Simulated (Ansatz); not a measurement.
Crystal: AlN.

```
Al N
1.0
     0.00000    2.18399    2.18399
     2.18399    0.00000    2.18399
     2.18399    2.18399    0.00000
Al N
1 1
Cartesian
  0.0000 0.0000 0.0000
  1.0920 1.0920 1.0920
```

Measurements of this composition are mostly on another form, of space group No. 186.

Base run:

* Program: Ansatz 0.2.0
* Functional: RPBE
* Potentials or basis: all-electron LAPW, scalar-relativistic
* Cutoff: 377 eV (chosen from the basis error)
* Basis error allowed: 0.001 eV/atom
* k mesh: 10 × 10 × 10
* Occupations: fermi-dirac, width 0.05 eV
* Spin: no spin polarisation

Its results: band gap on the k mesh 3.36 eV, indirect (least direct gap 4.22 eV); pressure 8.4 GPa.

Q: The run is repeated on the same cell with these changes: functional from RPBE to PBE. What comes out?

A: Band gap on the k mesh 3.32 eV, indirect (least direct gap 4.19 eV); pressure 4.8 GPa.

PBE binds more tightly than RPBE, so the same cell stands under less pressure.
